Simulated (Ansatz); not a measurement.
Set up this calculation in Ansatz 0.2.0, as the native input.

- Task: single point
- Functional: PBEsol
- Potentials or basis: Ansatz PAW
- Cutoff: 420 eV (not typed: the program's choice for these potentials)
- k mesh: 8 × 8 × 8
- Occupations: fermi-dirac, width 0.05 eV
- Spin: collinear spin, random start
- Starting moments: [-0.91, 0.04, 0.19, 0.0] μB

Mn3Si:

```
Mn Si
1.0
     0.00000    2.86100    2.86100
     2.86100    0.00000    2.86100
     2.86100    2.86100    0.00000
Mn Si
3 1
Direct
  0.75000 0.75000 0.75000
  0.25000 0.25000 0.25000
  0.50000 0.50000 0.50000
  0.00000 0.00000 0.00000
```

These files were run (other wordings do the same):

input.yaml

```yaml
crystal:
  lattice:
    - [0.0, 2.861, 2.861]
    - [2.861, 0.0, 2.861]
    - [2.861, 2.861, 0.0]
  atoms:
    - { symbol: Mn, position: [0.75, 0.75, 0.75], spin: -0.91 }
    - { symbol: Mn, position: [0.25, 0.25, 0.25], spin: 0.04 }
    - { symbol: Mn, position: [0.5, 0.5, 0.5], spin: 0.19 }
    - { symbol: Si, position: [0.0, 0.0, 0.0] }
hamiltonian:
  xc: pbesol
  pseudopotentials: { kind: paw }
magnetization:
  spin_polarized: true
kpoints:
  mp_grid: { grid: [8, 8, 8] }
scf:
  occupations: { method: fermi_dirac, width: 0.05 }
output:
  forces: true
  stress: true
  eigenvalues: true
```

Potentials or basis: Ansatz PAW.

Launch:

```console
$ ansatz run input.yaml --threads 2 --pin off --max-ram 5632MiB --backend cpu --events-out ev --progress --plain --runs-dir out
```

Results of the run:

- Pressure: -15.9 GPa
- Band gap on the k mesh: none (metal or under the smearing width)
- Net moment: 1.01 μB per cell
- Absolute moment: 4.49 μB per cell
- Site moments: Mn -0.82, +2.56; Si +0.04 μB

Caveat: the PAW data sets come from PBE, with cores solved anew for the run's functional, which leaves a small shift of forces and pressure; the starting moments weren't kept.

Run time: 12 s on 2 threads of Intel(R) Xeon(R) Platinum 8488C (Sapphire Rapids), with other jobs on the host, peak memory 0.52 GiB.
